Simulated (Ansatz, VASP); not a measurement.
## One calculation of ZrB2, two programs

```xyz
3
Lattice="3.1665 0.0000 0.0000 -1.5832 2.7422 0.0000 0.0000 0.0000 3.5529" Properties=species:S:1:pos:R:3 pbc="T T T"
Zr    0.0000    0.0000    0.0000
B     0.0000    1.8282    1.7765
B     1.5832    0.9141    1.7765
```

Alike in both runs: task single point; functional HSE06; k mesh 6 × 6 × 6; occupations fermi-dirac, width 0.02 eV; no spin polarisation.

|  | VASP | Ansatz |
| --- | --- | --- |
| version | VASP 6.6.1 | Ansatz 0.2.0 |
| potentials or method | VASP PAW PBE potentials, release 64 (Zr_sv, B) | plane waves, PAW |
| plane-wave cutoff (eV) | 520 | 420 |
| valence electrons in the cell | 18 | 18 |

```tsv
	VASP	Ansatz	Ansatz less VASP
pressure (GPa)	-2.7	-2.8	-0.10
largest component of the traceless stress (GPa)	2.71	2.74	+0.030
```

Ansatz warned: «filled_band_counts_differ_across_k_points».

Caveats: the k mesh is coarse (spacing up to 0.38 Å⁻¹), so the values aren't converged, least of all with exact exchange; the PAW data sets were made with another functional, which shifts forces and pressure a little (VASP).
